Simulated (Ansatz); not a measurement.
Structure optimisation: tellurium, beta-Sn type

Computed with Ansatz 0.2.0, DFT, PBE, plane waves (420 eV) with PAW, scalar-relativistic.

k-point mesh 11×11×8, Fermi-Dirac smearing 0.1 eV, no spin polarisation. Cell and atoms relax.

Starting structure:

```yaml
crystal:
  lattice:
    - [-3.0267059219, 3.0267059219, 1.6525814334]
    - [3.0267059219, -3.0267059219, 1.6525814334]
    - [3.0267059219, 3.0267059219, -1.6525814334]
  atoms:
    - { symbol: Te, position: [0.0, 0.0, 0.0] }
    - { symbol: Te, position: [0.75, 0.25, 0.5] }
hamiltonian:
  xc: pbe
  pseudopotentials:
    kind: paw
    azcp:
      Te: "pseudopotentials/Te.paw.azcp"
basis:
  ecutwfc: 420
  fft_grid_basis: typed
kpoints:
  mp_grid: { grid: [11, 11, 8], shift: [0, 0, 0] }
magnetization:
  spin_polarized: false
scf:
  occupations: { method: fermi_dirac, width: 0.1 }
relax:
  max_steps: 60
  f_tol: 0.01
  cell: {}
```

**Question.** The pressure at the start is 3.3 GPa. By how much does the volume change?

**Answer.** From 30.28 to 38.35 Å³ per atom, 26.6 %. The final cell has a = 3.178 Å, b = 9.045 Å, c = 5.336 Å, β = 90.77°.

The cell has left the beta-Sn structure type; it ends in C2/c.

**Question.** How much energy does the relaxation gain?

**Answer.** 154.9 meV per atom.

The k-point mesh keeps fewer symmetry operations than the starting structure has, so the cell can leave it.
